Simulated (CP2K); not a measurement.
Crystal: C.

```
C
1.0
     8.40413    0.00000    0.00000
     8.04222    2.43968    0.00000
     8.04222    1.19300    2.12810
C
4
Direct
  0.08717 0.08717 0.08717
  0.75385 0.75385 0.75385
  0.24615 0.24615 0.24615
  0.91283 0.91283 0.91283
```

This isn't the form of C at room conditions, which is graphite.

Base run:

```yaml
Program: CP2K 2026.2
Functional: M06-L
Potentials_or_basis: POTENTIAL_UZH C GTH-PBE-q4; TZVP-MOLOPT-PBE-GTH basis
Density_cutoff: 9184 eV
k_mesh: 12 × 12 × 12
Occupations: fermi-dirac, width 0.05 eV
Spin: no spin polarisation
```

Its results: band gap on the k mesh 0.18 eV, direct; pressure -1.8 GPa; largest force 0.005 eV/Å.

The run is repeated on the same cell with these changes: functional from M06-L to PBEsol. What comes out?

Band gap on the k mesh 0.19 eV, direct; pressure 0.3 GPa; largest force 0.005 eV/Å.

Caveats: the potentials were made for another functional, which shifts forces and pressure; the basis of atomic orbitals isn't converged, which shifts pressures, moduli and gaps.

A k mesh can miss the band edges.
